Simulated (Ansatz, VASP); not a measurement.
# One calculation of Mg, two programs

```
Mg
1.0
     3.19693    0.00000    0.00000
    -1.59846    2.76862    0.00000
     0.00000    0.00000   10.40378
Mg
4
Direct
  0.00000 0.00000 0.00000
  0.33333 0.66667 0.25000
  0.00000 0.00000 0.50000
  0.66667 0.33333 0.75000
```

Alike in both runs: functional PBE; k mesh 18 × 18 × 6; occupations gaussian, width 0.1 eV; no spin polarisation.

Ansatz relaxed the structure, and its values are those at the end. VASP's run is a single point on that final structure, the one shown.

|  | VASP | Ansatz |
| --- | --- | --- |
| version | VASP 6.6.1 | Ansatz 0.2.0 |
| potentials or method | VASP PAW PBE potentials, release 64 (Mg) | scalar-relativistic, plane waves, PAW |
| plane-wave cutoff (eV) | 520 | 420 |
| valence electrons in the cell | 8 | 40 |

Ansatz gave:

| Item | Value |
| --- | --- |
| gap on the k mesh at the Fermi level (eV) | none |
| pressure (GPa) | 0.0 |

Which values does VASP return?

gap on the k mesh at the Fermi level (eV): none; pressure (GPa): -0.1.

A gap of «none» marks a metal or a gap that the smearing closes. The two sets of potentials don't hold the same shells in valence.
